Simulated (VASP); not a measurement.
Se, 3 atoms in the cell. It takes space group P3_221 (No. 154, trigonal). The conventional cell has a = 4.355 Å, b = 4.355 Å, c = 4.949 Å, α = 90.00°, β = 90.00°, γ = 120.00°. Se (site symmetry 2) is surrounded by 2 Se at 2.32 Å. 

| Item | Value |
| --- | --- |
| Program | VASP 6.6.1 |
| Task | single point |
| Functional | PBE |
| Potentials or basis | VASP PAW PBE potentials, release 64 (Se) |
| Cutoff | 520 eV |
| k mesh | 8 × 8 × 6 |
| Occupations | fermi-dirac, width 0.03 eV |
| Spin | no spin polarisation |
| Dipole correction | no |
| Further INCAR settings | ALGO = Normal; EDIFF = 1e-07; NBANDS = 16 |

Potentials or basis: VASP PAW PBE potentials, release 64 (Se).

Command:

```console
$ cat potpaw_PBE.64/Se/POTCAR > POTCAR
$ mpirun -np 1 vasp_std > vasp.out
```

Hardware: 1 thread of AMD EPYC 9R45 96-Core Processor (Zen 5), on a shared host.

Estimate the wall time of this run.

Wall time 29 s on 1 thread of AMD EPYC 9R45 96-Core Processor (Zen 5), on a shared host, peak memory 0.18 GiB. Counts: scf iterations 13, k points 50.
